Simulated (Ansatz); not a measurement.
**Does relaxation matter for the field gradients of FeS₂?**

Start: a structure deposited in the COD (the entry's cell lengths or inner coordinates differ somewhat from later room-temperature determinations), atoms as given.

```cif
data_FeS2
_symmetry_space_group_name_H-M 'Pnnm'
_symmetry_Int_Tables_number 58
_cell_length_a 4.4400
_cell_length_b 5.3900
_cell_length_c 3.3700
_cell_angle_alpha 90.000
_cell_angle_beta 90.000
_cell_angle_gamma 90.000
loop_
_atom_site_label
_atom_site_type_symbol
_atom_site_symmetry_multiplicity
_atom_site_Wyckoff_symbol
_atom_site_fract_x
_atom_site_fract_y
_atom_site_fract_z
Fe Fe 2 a 0.0000 0.0000 0.0000
S S 4 g 0.2030 0.3750 0.0000
```

One atom of each set is listed.

All values are calculated (Ansatz; DFT, PBE, plane waves and PAW, scalar-relativistic, collinear spin, 420 eV cutoff, Γ-centred 10×8×13 k-points, Fermi–Dirac smearing 0.05 eV), not measured. Start moments as typed (μB): 3 on each Fe, none on the rest.

The largest force at the start is 0.19 eV/Å. Relaxing the ions at fixed cell moves them by 0.012 Å at most (atom 3, S) and 0.010 Å rms. End positions:

Fe (0.0000, 0.0000, 0.0000)
S (0.2058, 0.3753, 0.0000)

```
site  moved (Å)                  first shell before                   first shell after  V_zz before (10²¹ V/m²)  η before
  Fe      0.000                  6 S at 2.21–2.24 Å                  6 S at 2.22–2.24 Å                    -2.92      0.72
   S      0.012  3 Fe at 2.21–2.24 Å, 1 S at 2.25 Å  3 Fe at 2.22–2.24 Å, 1 S at 2.27 Å                    13.82      0.25
```

Problem. What are V_zz and η after the relaxation?

Solution. 

| site | V_zz after | η after | change of V_zz |
| --- | --- | --- | --- |
| Fe | -3.03 | 0.78 | -0.11 |
| S | 13.58 | 0.27 | -0.24 |

The largest change of V_zz is on S, from 13.82 to 13.58. In per cent, |V_zz| changes by +4 on Fe, -2 on S (all sites that start above 0.5).

With these PAW files V_zz is typically within 2 to 3 % of all-electron values, but misses above 10 % occur on Fe. The start moments die out, and the run ends without spin.
